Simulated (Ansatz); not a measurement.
# Co: the cost of one run

Method: DFT, PBE, PAW hard, scalar-relativistic, in Ansatz 0.2 development build.

## Step 1: The system as given

Symmetry: Fm-3m, No. 225, cubic system. Conventional cell: a = 3.168 Å, b = 3.168 Å, c = 3.168 Å, α = 90.00°, β = 90.00°, γ = 90.00°. Co (site symmetry m-3m) is surrounded by 12 Co at 2.24 Å.

Coordinates:

```cif
data_structure
_symmetry_space_group_name_H-M 'Fm-3m'
_symmetry_Int_Tables_number 225
_cell_length_a 3.1680
_cell_length_b 3.1680
_cell_length_c 3.1680
_cell_angle_alpha 90.000
_cell_angle_beta 90.000
_cell_angle_gamma 90.000
_cell_volume 31.79
loop_
_atom_site_label
_atom_site_type_symbol
_atom_site_symmetry_multiplicity
_atom_site_Wyckoff_symbol
_atom_site_fract_x
_atom_site_fract_y
_atom_site_fract_z
_atom_site_occupancy
Co1 Co 4 a 0.00000 0.00000 0.00000 1
```

## Step 2: The run

The input, input.yaml:

```yaml
crystal:
  lattice:
    - [0.0, 1.584, 1.584]
    - [1.584, 0.0, 1.584]
    - [1.584, 1.584, 0.0]
  atoms:
    - { symbol: Co, position: [0.0, 0.0, 0.0], spin: 1.2 }
hamiltonian:
  xc: pbe
  pseudopotentials: { kind: paw }
  dispersion: none
kpoints:
  mp_grid: { kspacing: 0.1 }
magnetization:
  spin_polarized: true
relax:
  cell: {}
scf:
  occupations: { method: fermi_dirac, width: "0.1 eV" }
```

Started as:

```sh
$ ansatz run input.yaml --threads 4 --max-ram=10GiB --backend cpu --events-out ev
```

What time and memory should one allow on 4 threads of Arm Neoverse V2 (Grace), shared host?

About 3.7 min, with a peak of 0.94 GiB.
